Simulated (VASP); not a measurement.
**BN in VASP: how settings move the r2SCAN single point**

The r2SCAN single point of rocksalt BN, under +3.0 % strain along [111] alone is repeated with altered inputs. Which of them can be trusted? This is a trial cell built on a prototype, not taken from a measured structure, and it needn't be the compound's ground state.

Code: VASP 6.6.1. PAW datasets, plane waves. Spin-unpolarised (in the reference). Whether this structure exists isn't addressed.

### Step 1. The cell

The cell comes from an earlier relaxation with r2SCAN in another program, then strained, with the atoms relaxed again. Some of the altered inputs switch spin polarisation on.

The symmetry is R-3m (No. 166, trigonal); a = 2.469 Å, c = 6.229 Å in the conventional setting, 5.48 Å³ an atom. B has 6 N at 1.76 Å; N has 6 B at 1.76 Å.

The structure in full:

```cif
data_structure
_symmetry_space_group_name_H-M 'P 1'
_symmetry_Int_Tables_number 1
_cell_length_a 2.5186
_cell_length_b 2.5186
_cell_length_c 2.5186
_cell_angle_alpha 58.701
_cell_angle_beta 58.701
_cell_angle_gamma 58.701
_cell_volume 10.96
loop_
_atom_site_label
_atom_site_type_symbol
_atom_site_fract_x
_atom_site_fract_y
_atom_site_fract_z
_atom_site_occupancy
B1 B 0.00000 0.00000 0.00000 1
N1 N 0.50000 0.50000 0.50000 1
```

### Step 2. Baseline

Input file INCAR:

```
ENCUT = 520.000000
SIGMA = 0.010000
EDIFF = 1.00e-07
ALGO = Normal
METAGGA = R2SCAN
PREC = Accurate
IBRION = -1
ISIF = 2
ISMEAR = 0
NBANDS = 11
NELM = 120
NSW = 0
LASPH = .TRUE.
LCHARG = .FALSE.
LWAVE = .FALSE.
LREAL = .FALSE.
```

Input file KPOINTS:

```
KPOINTS created by Atomic Simulation Environment
0
Gamma
12 12 12
0 0 0
```

Input file POSCAR:

```
B  N
 1.0000000000000000
     0.0349165187000000    1.7807424537000001    1.7807424537000001
     1.7807424537000001    0.0349165187000000    1.7807424537000001
     1.7807424537000001    1.7807424537000001    0.0349165187000000
 B   N
   1   1
Cartesian
  0.0000000000000000  0.0000000000000000  0.0000000000000000
  1.7982007130500000  1.7982007130500000  1.7982007130500000
```

A file KPOINTS_OPT adds named points for the levels; it doesn't enter the self-consistent loop.

Potentials: the recommended PBE PAW datasets, 8 valence electrons.

On the command line:

```console
mpirun -np 1 vasp_std
```

### Step 3. Variant 1

Changes to INCAR since step 2:

```diff
@@ -3,4 +3,2 @@
 EDIFF = 1.00e-07
-ALGO = Normal
-METAGGA = R2SCAN
 PREC = Accurate
@@ -16 +14,4 @@
 LREAL = .FALSE.
+ALGO = Damped
+TIME = 0.4
+METAGGA = RSCAN
```

KPOINTS is that of step 2.

POSCAR is that of step 2.

### Step 4. Variant 2

Changes to INCAR since step 2:

```diff
@@ -16 +16,3 @@
 LREAL = .FALSE.
+ISPIN = 2
+MAGMOM = -2 -2
```

KPOINTS is that of step 2.

POSCAR is that of step 2.

Q: Predict the outcome of this session. Wanted: for each run, changed; ending; energy change; pressure; electronic steps; usable.

The runs gave:

| run | changed | ending | energy change (meV/atom) | pressure (GPa) | gap on the mesh (eV; negative: overlap) | electronic steps | time | usable |
| --- | --- | --- | --- | --- | --- | --- | --- | --- |
| ref. | – | converged | 0 | -10.5 | 0.92 | 14 | 77 s | yes |
| 1 | ALGO = Damped, TIME = 0.4, METAGGA = RSCAN | converged | – | -13.3 | 0.95 | 23 | 2.2 min | yes |
| 2 | ISPIN = 2, MAGMOM = -2 -2 | converged | 0.0 | -10.5 | – | 15 | 2.7 min | yes |

**Reading.** Of 2 altered inputs, 2 gave usable results.
